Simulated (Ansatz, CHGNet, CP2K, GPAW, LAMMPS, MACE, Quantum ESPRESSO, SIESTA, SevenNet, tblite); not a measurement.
## Finding the fault: GPAW, liquid Al2O3 at 2500 K (95 atoms)

Program: GPAW 26.7.0, a calculation on a cell of 38 Al and 57 O, 12.1 Å³ an atom.

run.py reads:

```python
import numpy as np
from ase.io import read
from gpaw import GPAW, FermiDirac

atoms = read("structure.xyz")
atoms.calc = GPAW(
    mode="lcao",
    basis="dzp",
    h=0.18,
    xc="PBE96",
    kpts={"size": (1, 1, 1), "gamma": True},
    occupations=FermiDirac(0.05),
    maxiter=60,
    symmetry={"point_group": False},
    txt="gpaw.txt",
)
energy = atoms.get_potential_energy(force_consistent=True)
forces = atoms.get_forces()
print(f"energy {energy:.6f} eV")
print("forces (eV/A)")
for i, (a, f) in enumerate(zip(atoms, forces)):
    print(f"{i:4d} {a.symbol:2s} {f[0]:10.5f} {f[1]:10.5f} {f[2]:10.5f}")
print(f"Fermi level {atoms.calc.get_fermi_level():.4f} eV")
for k in range(len(atoms.calc.get_ibz_k_points())):
    for s in range(atoms.calc.get_number_of_spins()):
        e = atoms.calc.get_eigenvalues(kpt=k, spin=s)
        n = np.searchsorted(e, atoms.calc.get_fermi_level())
        print(f"k {k} spin {s} levels about the Fermi level:", np.round(e[max(n - 6, 0):n], 4).tolist(), "|", np.round(e[n:n + 6], 4).tolist())
```

structure.xyz reads:

```xyz
95
Lattice="10.46110 0.00000 0.00000 0.00000 10.46110 0.00000 0.00000 0.00000 10.46110" Properties=species:S:1:pos:R:3 pbc="T T T"
Al 3.25257 5.43496 2.27131
Al 7.58513 7.47592 5.43098
Al 2.72282 2.53263 8.35852
Al 9.29762 0.72569 1.99933
Al 9.41928 6.52135 2.99690
Al 7.13886 2.23135 10.46047
Al 7.32580 4.15975 1.82787
Al 9.28130 3.14774 8.85103
Al 7.05266 9.02186 3.00129
Al 6.99053 5.10292 7.68933
[... 81 atom lines left out ...]
O 3.31669 8.42945 5.77746
O 0.46071 4.96180 7.84018
O 2.64321 1.58224 9.91691
O 9.67756 10.33619 0.06842
```

The run is started by

```console
OMP_NUM_THREADS=1 python run.py > output.txt
```

The log of the run:

```text
ValueError: not enough values to unpack (expected 2, got 1)
NameError: Unknown functional: PBE96.
```

gpaw.txt:

```text
Input parameters:
  mode=LCAO(),
  basis={'default': 'dzp'},
  h=0.18,
  kpts=MonkhorstPack(size=(1, 1, 1), gamma=True),
  maxiter=60,
  occupations=Occupations(name='fermi-dirac', width=0.05, fixmagmom=False),
  symmetry=Symmetry(point_group=False),
  xc=XC(name='PBE96')
timing:  # [seconds]
  Total: 0.026  # ━━━━━━━━━━━━━━━━━━━━━━━━━━━━━━━━━━━━━━━━━━━━━━━━━━━━━━━━━━━
  Init:  0.008  # ━━━━━━━━━━━━━━━━━━
```

Elapsed: 1.1 s, on 1 thread of Arm Neoverse V2, shared host; peak memory 0.11 GiB.

Banners, paths, timers and routine set-up lines are dropped from the logs unmarked, and long logs keep their key lines alone; longer cuts are marked.

**Question.** Which part of the input is at fault, and how is it mended?

An unknown functional: functional PBE96.

The program stopped at the start.

[Also dropped from logs without a mark: logging warnings of Python, and SIESTA's first energy breakdown and zero terms.]

[Logs are printed without paths, hosts, clocks, repeated set-up lines and the standing remarks that a program may print on its own settings, such as how far it seeks lower states.]

[Hosts, paths, dates, database ids (printed as entryN), source tags and the programs' standing remarks are cut or masked in the printed files.]
